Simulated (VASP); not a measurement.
Runs of VASP 6.6.1 on CdSe (Cadmoselite). It takes space group P6_3mc (No. 186, hexagonal). The conventional cell has a = 4.300 Å, b = 4.300 Å, c = 7.020 Å, α = 90.00°, β = 90.00°, γ = 120.00°. Cd (site symmetry 3m) has 4 Se at 2.61 to 2.70 Å as nearest neighbours. Around Se (site symmetry 3m) lie 4 Cd at 2.61 to 2.70 Å. 

| level | potentials or basis | gap on the mesh (eV) | pressure (GPa) | relaxed volume (Å³/atom) | largest force (eV/Å) |
| --- | --- | --- | --- | --- | --- |
| RPBE | VASP PAW PBE potentials, release 64 (Cd, Se) | 0.61 | 0.0 | 31.18 | - |
| PBE | VASP PAW PBE potentials, release 64 (Cd, Se) | 0.53 | 0.0 | 29.90 | 0.01 |
| LDA | VASP PAW LDA potentials, release 64 (Cd, Se) | (b) | 0.0 | 27.32 | 0.01 |
| PBE+D3(BJ) | VASP PAW PBE potentials, release 64 (Cd, Se) | 0.62 | 0.0 | (a) | - |
| r2SCAN | VASP PAW PBE potentials, release 64 (Cd, Se) | 1.08 | 0.0 | 28.99 | - |

Alike in all rows: task relaxation of cell and atoms; no spin polarisation; cell relaxed; k mesh 9 × 9 × 4; cutoff (eV) 600; smearing gaussian 0.03 eV.

Task: Estimate the missing entries.

Result: (a) 28.69; (b) 0.48.

Caveats: an odd mesh through Γ misses points on the zone boundary, where band edges often lie; the PAW data sets were made with another functional, which shifts forces and pressure a little (some runs); the volume moved by +11 % from the deposited cell, more than functionals usually miss (some runs).

A k mesh can miss the band edges, and the runs leave out spin-orbit coupling on Cd, Se.

Not every run made on this cell is shown here.
